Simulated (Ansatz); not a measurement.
## KTaO3: band structure with r2SCAN

The system is KTaO3.

```xyz
5
Lattice="3.9883 0.0000 0.0000 0.0000 3.9883 0.0000 0.0000 0.0000 3.9883" Properties=species:S:1:pos:R:3 pbc="T T T"
Ta    0.0000    0.0000    0.0000
K     1.9942    1.9942    1.9942
O     0.0000    0.0000    1.9942
O     0.0000    1.9942    0.0000
O     1.9942    0.0000    0.0000
```

```
Program                             : Ansatz 0.2.0
Task                                : band structure
Functional                          : r2SCAN
Potentials or basis                 : Ansatz PAW
Cutoff                              : 500 eV (not typed: the program's choice for these potentials)
k mesh                              : 7 × 7 × 7
Occupations                         : fermi-dirac, width 0.05 eV
Spin                                : spin-orbit coupling, no magnetisation
Path                                : [["G", "X", "M", "G", "R", "X"], ["M", "R"]]
Points for each segment of the path : 14
```

```json
{
  "Pressure": "0.1 GPa",
  "Band gap on the k mesh": "2.55 eV, indirect (least direct gap 3.07 eV)",
  "Band gap along the path": "2.48 eV, indirect (least direct gap 3.07 eV)"
}
```

Levels at the corners of the path, in eV from the valence-band top:
```
point  band 38  band 39  band 40  band 41  band 42  band 43
    Γ    -0.58    -0.58    -0.58     2.48     2.48     2.48
    X    -0.95    -0.80    -0.80     2.76     2.76     5.31
    M    -1.43    -0.04    -0.04     5.33     5.33     5.60
    Γ    -0.58    -0.58    -0.58     2.48     2.48     2.48
    R     0.00     0.00     0.00     6.78     6.78     6.78
    X    -0.95    -0.80    -0.80     2.76     2.76     5.31
    M    -1.43    -0.04    -0.04     5.33     5.33     5.60
    R     0.00     0.00     0.00     6.78     6.78     6.78
```

It took 52 s on 2 threads of Arm Neoverse V1 (shared host), peak memory 0.74 GiB.

Caveat: the k mesh misses the band edges, so the gap on the mesh is wider than the one along the path; the PAW data sets come from PBE, with cores solved anew for the run's functional, which leaves a small shift of forces and pressure. r2SCAN opens gaps a little over a GGA but as a rule still falls short of measured ones.
